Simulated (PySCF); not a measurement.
Compound: hydrogen oxalate, C2HO4 (charge -1).
Numbering: `[O:1]=[C:2]([O-:3])[C:4](=[O:5])[OH:6]` (hydrogens: H7 on O6)

Geometry (PBE0-D3(BJ)/def2-SVP, Å), atoms numbered from 1 in this order:
```
atom  x, y, z in Å
O1    -1.1260    1.4948   -0.4076
C2    -1.0818    0.4047    0.1782
O3    -1.9081   -0.2117    0.8606
C4     0.2947   -0.3653    0.0268
O5     0.5263   -1.5108    0.3382
O6     1.2860    0.3849   -0.5148
H7     2.0403   -0.2250   -0.5284
```

Linear response at CAM-B3LYP/def2-SVPD (PySCF, frozen core in the response, non-relativistic). The geometry's basis has no diffuse functions, a weakness for an anion.

Static isotropic polarisability: 46.77 au (6.93 Å³), principal values 31.3, 54.1, 54.9 au.

Task: What is the polarisability at 1064 nm and at the sodium D line?

Result: 47.26 au at 1064 nm (+1.0 %), 48.44 au at 589.3 nm (+3.6 %). The rise at 589.3 nm is 3.43 times that at 1064 nm; a pure ω² law gives 3.26. The lowest singlet lies at 289 nm, shorter than both wavelengths.

Task: What is the isotropic C6 coefficient between two such ions, C6 = (3/π)∫α(iω)² dω?

Result: 927 au (Eh·bohr⁶) by a ten-point quadrature over imaginary frequencies, which is 554 eV·Å⁶ or 53.4 J·nm⁶/mol.

Task: Which effective excitation energy ω̄ makes London's formula C6 = (3/4)α²ω̄ exact here?

Result: ω̄ = 4·C6/(3α²) = 0.565 Eh = 15.4 eV. A one-pole form α(ω) = α/(1 − ω²/ω̄²) fitted to the 1064 nm value gives 11.5 eV. London's choice of the ionisation energy (4.54 eV, ΔSCF at the same level) gives C6 = 274 au, 70 % too low.

Task: How many electrons N does the Slater–Kirkwood formula C6 = (3/4)·√N·α^(3/2) need to give this C6?

Result: N = (4·C6/3)²/α³ = 14.9; the species has 46 electrons in all.

Task: How anisotropic is the static polarisability, by Δα² = ½[(α1 − α2)² + (α2 − α3)² + (α3 − α1)²]?

Result: Δα = 23.2 au, or 0.50 of the isotropic value.

Task: What molar refraction at the D line follows from R = (4π/3)·N_A·α′, with α′ the polarisability volume?

Result: α′ = 7.18 Å³ gives R = 18.11 cm³/mol, for isolated, non-vibrating species.

One conformer stands for the species.
